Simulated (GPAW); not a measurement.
# Bi (Im-3m) in GPAW: notebook

One crystal, Bi, is run at these levels: PBE, LDA, PBEsol, RPBE, revPBE; tasks: relaxation of cell and atoms.

All numbers are computed with GPAW 26.7.0; they aren't measurements. Logs are shortened: lines on timing, memory, paths and dates and some standing lists are left out, and cuts for length are marked. The log counts tension as positive stress, the text compression.

### Step 1. Starting point

Symmetry: Im-3m, No. 229, cubic system. The conventional cell has a = 3.963 Å, b = 3.963 Å, c = 3.963 Å, α = 90.00°, β = 90.00°, γ = 90.00°. Around Bi (site symmetry m-3m) lie 8 Bi at 3.43 Å.

This isn't the form of Bi at room conditions, which is rhombohedral.

### Step 2. Relaxation of cell and atoms, PBE

run.py

```python
from ase.filters import FrechetCellFilter
from ase.io import read, write
from ase.optimize import BFGS
from gpaw import GPAW, PW

atoms = read('Bi.xyz')

calc = GPAW(mode=PW(600),
            xc='PBE',
            kpts={'size': (9, 9, 9), 'gamma': True},
            occupations={'name': 'fermi-dirac', 'width': 0.05},
            nbands=15,
            convergence={'density': 1e-05, 'forces': 0.0001},
            maxiter=150,
            txt='gpaw.txt')
atoms.calc = calc
opt = BFGS(FrechetCellFilter(atoms), trajectory='relax.traj', logfile='-')
done = opt.run(fmax=0.01, steps=60)
calc.write('gs.gpw')
write('result.traj', atoms)
print('Converged:', done)
print('Cell:', atoms.cell.cellpar().round(4))
print('Volume:', round(atoms.get_volume(), 4))
print(atoms.get_scaled_positions().round(5))
```

Bi.xyz

```xyz
1
Lattice="-1.9814305318 1.9814305318 1.9814305318 1.9814305318 -1.9814305318 1.9814305318 1.9814305318 1.9814305318 -1.9814305318" Properties=species:S:1:pos:R:3 pbc="T T T"
Bi     0.0000000000      0.0000000000      0.0000000000
```

Potentials or basis: GPAW PAW data sets (gpaw-data 1.2.1), pw.

Started as:

```bash
$ OMP_NUM_THREADS=1 python run.py
```

gpaw.txt:

```text
__  _  _
 | _ |_)|_||  |
 |__||  | ||/\| - 26.7.0

Input parameters:
  mode=PW(ecut=600.0),
  convergence={'density': 1e-05, 'forces': 0.0001},
  kpts=MonkhorstPack(size=(9, 9, 9), gamma=True),
  maxiter=150,
  nbands=15,
  occupations=Occupations(name='fermi-dirac', width=0.05),
  xc=XC(name='PBE')

Diagonalizing LCAO Hamiltonian
Converting LCAO to pw mode

       Bi

Atoms  # Å, Bohr magnetons
|   | symbol |        x |        y |        z |    initial magnetic moments |
|---|--------|----------|----------|----------|-----------------------------|
| 0 |     Bi | 0.000000 | 0.000000 | 0.000000 | ( 0.0000,  0.0000,  0.0000) |

Unit cell  # Å
| periodic |         x |         y |         z |  lengths |     angles |
|----------|-----------|-----------|-----------|----------|------------|
|      yes | -1.981431 |  1.981431 |  1.981431 | 3.431938 | 109.471221 |
|      yes |  1.981431 | -1.981431 |  1.981431 | 3.431938 | 109.471221 |
|      yes |  1.981431 |  1.981431 | -1.981431 | 3.431938 | 109.471221 |

Number of symmetries: 48
Symmetry operations  # r_c * U_cc + t_c -> r_c
|    | kind |            matrix            |
|----|------|------------------------------|
|  0 |  σ   |  1, 1, 1,  0, 0,-1,  0,-1, 0 |
|  1 |  C4  |  1, 1, 1,  0, 0,-1, -1, 0, 0 |
|  2 |  C2  |  1, 1, 1,  0,-1, 0,  0, 0,-1 |
|  3 |  S6  |  1, 1, 1,  0,-1, 0, -1, 0, 0 |
|  4 |  S6  |  1, 1, 1, -1, 0, 0,  0, 0,-1 |
|  5 |  C4  |  1, 1, 1, -1, 0, 0,  0,-1, 0 |
|  6 |  E   |  1, 0, 0,  0, 1, 0,  0, 0, 1 |
|  7 |  σ   |  1, 0, 0,  0, 1, 0, -1,-1,-1 |
|  8 |  σ   |  1, 0, 0,  0, 0, 1,  0, 1, 0 |
|  9 |  C3  |  1, 0, 0,  0, 0, 1, -1,-1,-1 |
| 10 |  C3  |  1, 0, 0, -1,-1,-1,  0, 1, 0 |
| 11 |  σ   |  1, 0, 0, -1,-1,-1,  0, 0, 1 |
| 12 |  σ   |  0, 1, 0,  1, 0, 0,  0, 0, 1 |
| 13 |  C2  |  0, 1, 0,  1, 0, 0, -1,-1,-1 |
| 14 |  C3  |  0, 1, 0,  0, 0, 1,  1, 0, 0 |
| 15 |  S4  |  0, 1, 0,  0, 0, 1, -1,-1,-1 |
| 16 |  S4  |  0, 1, 0, -1,-1,-1,  1, 0, 0 |
| 17 |  C3  |  0, 1, 0, -1,-1,-1,  0, 0, 1 |
| 18 |  C3  |  0, 0, 1,  1, 0, 0,  0, 1, 0 |
| 19 |  S4  |  0, 0, 1,  1, 0, 0, -1,-1,-1 |
| 20 |  σ   |  0, 0, 1,  0, 1, 0,  1, 0, 0 |
| 21 |  C3  |  0, 0, 1,  0, 1, 0, -1,-1,-1 |
| 22 |  C2  |  0, 0, 1, -1,-1,-1,  1, 0, 0 |
| 23 |  S4  |  0, 0, 1, -1,-1,-1,  0, 1, 0 |
| 24 |  C4  |  0, 0,-1,  1, 1, 1,  0,-1, 0 |
| 25 |  σ   |  0, 0,-1,  1, 1, 1, -1, 0, 0 |
| 26 |  S6  |  0, 0,-1,  0,-1, 0,  1, 1, 1 |
| 27 |  C2  |  0, 0,-1,  0,-1, 0, -1, 0, 0 |
| 28 |  C4  |  0, 0,-1, -1, 0, 0,  1, 1, 1 |
| 29 |  S6  |  0, 0,-1, -1, 0, 0,  0,-1, 0 |
| 30 |  S6  |  0,-1, 0,  1, 1, 1,  0, 0,-1 |
| 31 |  C4  |  0,-1, 0,  1, 1, 1, -1, 0, 0 |
| 32 |  C4  |  0,-1, 0,  0, 0,-1,  1, 1, 1 |
| 33 |  S6  |  0,-1, 0,  0, 0,-1, -1, 0, 0 |
| 34 |  σ   |  0,-1, 0, -1, 0, 0,  1, 1, 1 |
| 35 |  C2  |  0,-1, 0, -1, 0, 0,  0, 0,-1 |
| 36 |  C2  | -1, 0, 0,  1, 1, 1,  0, 0,-1 |
| 37 |  S6  | -1, 0, 0,  1, 1, 1,  0,-1, 0 |
| 38 |  S6  | -1, 0, 0,  0, 0,-1,  1, 1, 1 |
| 39 |  C2  | -1, 0, 0,  0, 0,-1,  0,-1, 0 |
| 40 |  C2  | -1, 0, 0,  0,-1, 0,  1, 1, 1 |
| 41 |  i   | -1, 0, 0,  0,-1, 0,  0, 0,-1 |
| 42 |  S4  | -1,-1,-1,  1, 0, 0,  0, 1, 0 |
| 43 |  C3  | -1,-1,-1,  1, 0, 0,  0, 0, 1 |
[... 144 lines left out ...]
Fermi level: 7.684
Eigenvalues  # (at kpt = [0.000, 0.000, 0.000])
| band index |      eig [eV] | occ [0-2] |
|------------|---------------|-----------|
|          0 |       -15.582 |     2.000 |
|          1 |       -15.582 |     2.000 |
|          2 |       -15.582 |     2.000 |
|          3 |       -15.454 |     2.000 |
|          4 |       -15.454 |     2.000 |
|          5 |        -5.774 |     2.000 |
|          6 |        12.753 |     0.000 |
|          7 |        12.753 |     0.000 |
|          8 |        12.753 |     0.000 |
|          9 |        16.913 |     0.000 |
|         10 |        18.218 |     0.000 |
|         11 |        18.218 |     0.000 |
|         12 |        18.218 |     0.000 |
|         13 |        19.289 |     0.000 |
|         14 |        19.289 |     0.000 |

No gap
No difference between direct/indirect transitions

Stress tensor  # eV/Ang^3
|         x |         y |         z |
|-----------|-----------|-----------|
| -0.004689 |  0.000000 |  0.000000 |
|  0.000000 | -0.004689 | -0.000000 |
|  0.000000 | -0.000000 | -0.004689 |

Forces  # eV/Ang
|        x |       y |        z |
|----------|---------|----------|
| -0.00000 | 0.00000 | -0.00000 |  # Bi   0

Interpolating wave functions to new cell

       Bi

Atoms  # Å, Bohr magnetons
|   | symbol |         x |        y |         z |    initial magnetic moments |
|---|--------|-----------|----------|-----------|-----------------------------|
| 0 |     Bi | -0.000000 | 0.000000 | -0.000000 | ( 0.0000,  0.0000,  0.0000) |

Unit cell  # Å
| periodic |         x |         y |         z |  lengths |     angles |
|----------|-----------|-----------|-----------|----------|------------|
|      yes | -1.985565 |  1.985565 |  1.985565 | 3.439099 | 109.471221 |
|      yes |  1.985565 | -1.985565 |  1.985565 | 3.439099 | 109.471221 |
|      yes |  1.985565 |  1.985565 | -1.985565 | 3.439099 | 109.471221 |

Number of symmetries: 48
Symmetry operations  # r_c * U_cc + t_c -> r_c
|    | kind |            matrix            |
|----|------|------------------------------|
|  0 |  σ   |  1, 1, 1,  0, 0,-1,  0,-1, 0 |
|  1 |  C4  |  1, 1, 1,  0, 0,-1, -1, 0, 0 |
|  2 |  C2  |  1, 1, 1,  0,-1, 0,  0, 0,-1 |
|  3 |  S6  |  1, 1, 1,  0,-1, 0, -1, 0, 0 |
|  4 |  S6  |  1, 1, 1, -1, 0, 0,  0, 0,-1 |
|  5 |  C4  |  1, 1, 1, -1, 0, 0,  0,-1, 0 |
|  6 |  E   |  1, 0, 0,  0, 1, 0,  0, 0, 1 |
|  7 |  σ   |  1, 0, 0,  0, 1, 0, -1,-1,-1 |
|  8 |  σ   |  1, 0, 0,  0, 0, 1,  0, 1, 0 |
|  9 |  C3  |  1, 0, 0,  0, 0, 1, -1,-1,-1 |
| 10 |  C3  |  1, 0, 0, -1,-1,-1,  0, 1, 0 |
| 11 |  σ   |  1, 0, 0, -1,-1,-1,  0, 0, 1 |
| 12 |  σ   |  0, 1, 0,  1, 0, 0,  0, 0, 1 |
| 13 |  C2  |  0, 1, 0,  1, 0, 0, -1,-1,-1 |
| 14 |  C3  |  0, 1, 0,  0, 0, 1,  1, 0, 0 |
| 15 |  S4  |  0, 1, 0,  0, 0, 1, -1,-1,-1 |
| 16 |  S4  |  0, 1, 0, -1,-1,-1,  1, 0, 0 |
| 17 |  C3  |  0, 1, 0, -1,-1,-1,  0, 0, 1 |
| 18 |  C3  |  0, 0, 1,  1, 0, 0,  0, 1, 0 |
| 19 |  S4  |  0, 0, 1,  1, 0, 0, -1,-1,-1 |
| 20 |  σ   |  0, 0, 1,  0, 1, 0,  1, 0, 0 |
| 21 |  C3  |  0, 0, 1,  0, 1, 0, -1,-1,-1 |
| 22 |  C2  |  0, 0, 1, -1,-1,-1,  1, 0, 0 |
| 23 |  S4  |  0, 0, 1, -1,-1,-1,  0, 1, 0 |
| 24 |  C4  |  0, 0,-1,  1, 1, 1,  0,-1, 0 |
| 25 |  σ   |  0, 0,-1,  1, 1, 1, -1, 0, 0 |
| 26 |  S6  |  0, 0,-1,  0,-1, 0,  1, 1, 1 |
| 27 |  C2  |  0, 0,-1,  0,-1, 0, -1, 0, 0 |
| 28 |  C4  |  0, 0,-1, -1, 0, 0,  1, 1, 1 |
| 29 |  S6  |  0, 0,-1, -1, 0, 0,  0,-1, 0 |
| 30 |  S6  |  0,-1, 0,  1, 1, 1,  0, 0,-1 |
| 31 |  C4  |  0,-1, 0,  1, 1, 1, -1, 0, 0 |
| 32 |  C4  |  0,-1, 0,  0, 0,-1,  1, 1, 1 |
| 33 |  S6  |  0,-1, 0,  0, 0,-1, -1, 0, 0 |
| 34 |  σ   |  0,-1, 0, -1, 0, 0,  1, 1, 1 |
| 35 |  C2  |  0,-1, 0, -1, 0, 0,  0, 0,-1 |
| 36 |  C2  | -1, 0, 0,  1, 1, 1,  0, 0,-1 |
| 37 |  S6  | -1, 0, 0,  1, 1, 1,  0,-1, 0 |
| 38 |  S6  | -1, 0, 0,  0, 0,-1,  1, 1, 1 |
| 39 |  C2  | -1, 0, 0,  0, 0,-1,  0,-1, 0 |
| 40 |  C2  | -1, 0, 0,  0,-1, 0,  1, 1, 1 |
| 41 |  i   | -1, 0, 0,  0,-1, 0,  0, 0,-1 |
| 42 |  S4  | -1,-1,-1,  1, 0, 0,  0, 1, 0 |
| 43 |  C3  | -1,-1,-1,  1, 0, 0,  0, 0, 1 |
[... 144 lines left out ...]
Fermi level: 7.598
Eigenvalues  # (at kpt = [0.000, 0.000, 0.000])
| band index |      eig [eV] | occ [0-2] |
|------------|---------------|-----------|
|          0 |       -15.654 |     2.000 |
|          1 |       -15.654 |     2.000 |
|          2 |       -15.654 |     2.000 |
|          3 |       -15.529 |     2.000 |
|          4 |       -15.529 |     2.000 |
|          5 |        -5.807 |     2.000 |
|          6 |        12.632 |     0.000 |
|          7 |        12.632 |     0.000 |
|          8 |        12.632 |     0.000 |
|          9 |        16.756 |     0.000 |
|         10 |        18.139 |     0.000 |
|         11 |        18.139 |     0.000 |
|         12 |        18.139 |     0.000 |
|         13 |        19.174 |     0.000 |
|         14 |        19.174 |     0.000 |

No gap
No difference between direct/indirect transitions

Stress tensor  # eV/Ang^3
|         x |         y |         z |
|-----------|-----------|-----------|
| -0.002502 |  0.000000 |  0.000000 |
|  0.000000 | -0.002502 | -0.000000 |
|  0.000000 | -0.000000 | -0.002502 |

Forces  # eV/Ang
|        x |        y |        z |
|----------|----------|----------|
| -0.00000 | -0.00000 | -0.00000 |  # Bi   0

Interpolating wave functions to new cell

       Bi

Atoms  # Å, Bohr magnetons
|   | symbol |         x |        y |        z |    initial magnetic moments |
|---|--------|-----------|----------|----------|-----------------------------|
| 0 |     Bi | -0.000000 | 0.000000 | 0.000000 | ( 0.0000,  0.0000,  0.0000) |

Unit cell  # Å
| periodic |         x |         y |         z |  lengths |     angles |
|----------|-----------|-----------|-----------|----------|------------|
|      yes | -1.990368 |  1.990368 |  1.990368 | 3.447419 | 109.471221 |
|      yes |  1.990368 | -1.990368 |  1.990368 | 3.447419 | 109.471221 |
|      yes |  1.990368 |  1.990368 | -1.990368 | 3.447419 | 109.471221 |

Number of symmetries: 48
Symmetry operations  # r_c * U_cc + t_c -> r_c
|    | kind |            matrix            |
|----|------|------------------------------|
|  0 |  σ   |  1, 1, 1,  0, 0,-1,  0,-1, 0 |
|  1 |  C4  |  1, 1, 1,  0, 0,-1, -1, 0, 0 |
|  2 |  C2  |  1, 1, 1,  0,-1, 0,  0, 0,-1 |
|  3 |  S6  |  1, 1, 1,  0,-1, 0, -1, 0, 0 |
|  4 |  S6  |  1, 1, 1, -1, 0, 0,  0, 0,-1 |
|  5 |  C4  |  1, 1, 1, -1, 0, 0,  0,-1, 0 |
|  6 |  E   |  1, 0, 0,  0, 1, 0,  0, 0, 1 |
|  7 |  σ   |  1, 0, 0,  0, 1, 0, -1,-1,-1 |
|  8 |  σ   |  1, 0, 0,  0, 0, 1,  0, 1, 0 |
|  9 |  C3  |  1, 0, 0,  0, 0, 1, -1,-1,-1 |
| 10 |  C3  |  1, 0, 0, -1,-1,-1,  0, 1, 0 |
| 11 |  σ   |  1, 0, 0, -1,-1,-1,  0, 0, 1 |
| 12 |  σ   |  0, 1, 0,  1, 0, 0,  0, 0, 1 |
| 13 |  C2  |  0, 1, 0,  1, 0, 0, -1,-1,-1 |
| 14 |  C3  |  0, 1, 0,  0, 0, 1,  1, 0, 0 |
| 15 |  S4  |  0, 1, 0,  0, 0, 1, -1,-1,-1 |
| 16 |  S4  |  0, 1, 0, -1,-1,-1,  1, 0, 0 |
| 17 |  C3  |  0, 1, 0, -1,-1,-1,  0, 0, 1 |
| 18 |  C3  |  0, 0, 1,  1, 0, 0,  0, 1, 0 |
| 19 |  S4  |  0, 0, 1,  1, 0, 0, -1,-1,-1 |
| 20 |  σ   |  0, 0, 1,  0, 1, 0,  1, 0, 0 |
| 21 |  C3  |  0, 0, 1,  0, 1, 0, -1,-1,-1 |
| 22 |  C2  |  0, 0, 1, -1,-1,-1,  1, 0, 0 |
| 23 |  S4  |  0, 0, 1, -1,-1,-1,  0, 1, 0 |
| 24 |  C4  |  0, 0,-1,  1, 1, 1,  0,-1, 0 |
| 25 |  σ   |  0, 0,-1,  1, 1, 1, -1, 0, 0 |
| 26 |  S6  |  0, 0,-1,  0,-1, 0,  1, 1, 1 |
| 27 |  C2  |  0, 0,-1,  0,-1, 0, -1, 0, 0 |
| 28 |  C4  |  0, 0,-1, -1, 0, 0,  1, 1, 1 |
| 29 |  S6  |  0, 0,-1, -1, 0, 0,  0,-1, 0 |
| 30 |  S6  |  0,-1, 0,  1, 1, 1,  0, 0,-1 |
| 31 |  C4  |  0,-1, 0,  1, 1, 1, -1, 0, 0 |
| 32 |  C4  |  0,-1, 0,  0, 0,-1,  1, 1, 1 |
| 33 |  S6  |  0,-1, 0,  0, 0,-1, -1, 0, 0 |
| 34 |  σ   |  0,-1, 0, -1, 0, 0,  1, 1, 1 |
| 35 |  C2  |  0,-1, 0, -1, 0, 0,  0, 0,-1 |
| 36 |  C2  | -1, 0, 0,  1, 1, 1,  0, 0,-1 |
| 37 |  S6  | -1, 0, 0,  1, 1, 1,  0,-1, 0 |
| 38 |  S6  | -1, 0, 0,  0, 0,-1,  1, 1, 1 |
| 39 |  C2  | -1, 0, 0,  0, 0,-1,  0,-1, 0 |
| 40 |  C2  | -1, 0, 0,  0,-1, 0,  1, 1, 1 |
| 41 |  i   | -1, 0, 0,  0,-1, 0,  0, 0,-1 |
| 42 |  S4  | -1,-1,-1,  1, 0, 0,  0, 1, 0 |
| 43 |  C3  | -1,-1,-1,  1, 0, 0,  0, 0, 1 |
[... 144 lines left out ...]
Fermi level: 7.499
Eigenvalues  # (at kpt = [0.000, 0.000, 0.000])
| band index |      eig [eV] | occ [0-2] |
|------------|---------------|-----------|
|          0 |       -15.737 |     2.000 |
|          1 |       -15.737 |     2.000 |
|          2 |       -15.737 |     2.000 |
|          3 |       -15.615 |     2.000 |
|          4 |       -15.615 |     2.000 |
|          5 |        -5.845 |     2.000 |
|          6 |        12.492 |     0.000 |
|          7 |        12.492 |     0.000 |
|          8 |        12.492 |     0.000 |
|          9 |        16.575 |     0.000 |
|         10 |        18.048 |     0.000 |
|         11 |        18.048 |     0.000 |
|         12 |        18.048 |     0.000 |
|         13 |        19.040 |     0.000 |
|         14 |        19.040 |     0.000 |

No gap
No difference between direct/indirect transitions

Stress tensor  # eV/Ang^3
|         x |         y |         z |
|-----------|-----------|-----------|
| -0.000045 |  0.000000 |  0.000000 |
|  0.000000 | -0.000045 | -0.000000 |
|  0.000000 | -0.000000 | -0.000045 |

Forces  # eV/Ang
|       x |       y |       z |
|---------|---------|---------|
| 0.00000 | 0.00000 | 0.00000 |  # Bi   0

# Writing to gs.gpw (mode='')
```

Run time: 22 s. Hardware: 1 thread of Arm Neoverse V1, shared host; peak memory 0.16 GiB.

What came out:

| Item | Value |
| --- | --- |
| Free energy | -4.5598 eV |
| Relaxed volume | 31.54 Å³/atom |
| Relaxed cell | a = 3.447 Å, b = 3.447 Å, c = 3.447 Å, α = 109.47°, β = 109.47°, γ = 109.47° |
| Space group after relaxing (to 0.05 Å) | Im-3m (No. 229) |
| Energy gained by relaxing | 1.1 meV/atom |
| Ionic steps | 3 |
| Pressure after relaxing | 0.0 GPa |
| Band gap on the k mesh | none (metal or under the smearing width) |

The path:
```csv
step,energy change (eV),largest force (eV/Å),pressure (GPa),volume (Å³)
1,0.0000,0.0000,0.75,31.12
2,-0.0007,0.0000,0.40,31.31
3,-0.0011,0.0000,0.01,31.54
```

Final structure:
```
CELL_PARAMETERS angstrom
-1.99037 1.99037 1.99037
1.99037 -1.99037 1.99037
1.99037 1.99037 -1.99037
ATOMIC_POSITIONS crystal
Bi 0.00000 0.00000 0.00000
```

Levels at points of the mesh, in eV from the Fermi level:
| k point | band 4 | band 5 | band 6 | band 7 | band 8 | band 9 | band 10 | band 11 |
| --- | --- | --- | --- | --- | --- | --- | --- | --- |
| (0.00, 0.00, 0.00) | -23.11 | -23.11 | -13.34 | 4.99 | 4.99 | 4.99 | 9.08 | 10.55 |

Caveat: later steps reuse the first step's grids; spin-orbit coupling is left out, which moves the levels of the heavy elements.

[end of part 1 of 2]
